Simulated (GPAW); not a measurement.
Input of a GPAW 26.7.0 run:

The input run.py:

```python
from ase import Atoms
from ase.filters import FrechetCellFilter
from ase.io import write
from ase.optimize import LBFGS
from gpaw import GPAW, PW, setup_paths

setup_paths.insert(0, '.')

atoms = Atoms(['Si', 'Si', 'Si', 'Si', 'C', 'C', 'C', 'C'],
              cell=[[3.0756941497, 0.0, 0.0],
                    [-1.5378470748, 2.6636292679, 0.0],
                    [0.0, 0.0, 10.07064648]],
              scaled_positions=[[0.0, 0.0, 0.18789438],
                                [0.0, 0.0, 0.68789438],
                                [0.3333333333, 0.6666666667, 0.43784198],
                                [0.6666666667, 0.3333333333, 0.93784198],
                                [0.0, 0.0, 0.00046005],
                                [0.0, 0.0, 0.50046005],
                                [0.3333333333, 0.6666666667, 0.24980259],
                                [0.6666666667, 0.3333333333, 0.74980259]],
              pbc=True)

calc = GPAW(mode=PW(800),
            xc='AM05',
            kpts={'size': (6, 6, 2), 'gamma': True},
            occupations={'name': 'fermi-dirac', 'width': 0.05},
            nbands=32,
            convergence={'density': 1e-06, 'energy': 1e-06, 'eigenstates': 1e-10},
            maxiter=150,
            txt='gpaw.txt')
atoms.calc = calc
opt = LBFGS(FrechetCellFilter(atoms), trajectory='relax.traj', logfile='-')
done = opt.run(fmax=0.05, steps=100)
calc.write('gs.gpw')
write('result.traj', atoms)
print('Converged:', done)
print('Cell:', atoms.cell.cellpar().round(4))
print('Volume:', round(atoms.get_volume(), 4))
print(atoms.get_scaled_positions().round(5))
```

Potentials or basis: PAW data sets generated in the run's folder for this functional, pw.

Run with:

```console
$ gpaw-setup -f AM05 C Si
$ OMP_NUM_THREADS=1 python run.py
```

Question: Estimate the band gap on the k mesh.

Answer: 2.12 eV, indirect (least direct gap 3.25 eV).

Question: What does it give for the relaxed volume?

Answer: 10.37 Å³/atom.

Question: Estimate the space group after relaxing (to 0.05 Å).

Answer: P6_3mc (No. 186).

Question: Estimate the relaxed cell.

Answer: a = 3.082 Å, b = 3.082 Å, c = 10.085 Å, α = 90.00°, β = 90.00°, γ = 120.00°.

Final structure:
```
Si C
1.0
     3.08161    0.00000    0.00000
    -1.54081    2.66875    0.00000
     0.00000    0.00000   10.08511
Si C
4 4
Cartesian
  0.0000 0.0000 1.8958
  0.0000 0.0000 6.9383
  0.0000 1.7792 4.4158
  1.5408 0.8896 9.4583
  0.0000 0.0000 0.0038
  0.0000 0.0000 5.0464
  0.0000 1.7792 2.5192
  1.5408 0.8896 7.5617
```

Caveat: the k mesh is coarse; later steps reuse the first step's grids. As with any semilocal functional, this AM05 gap is likely too small.
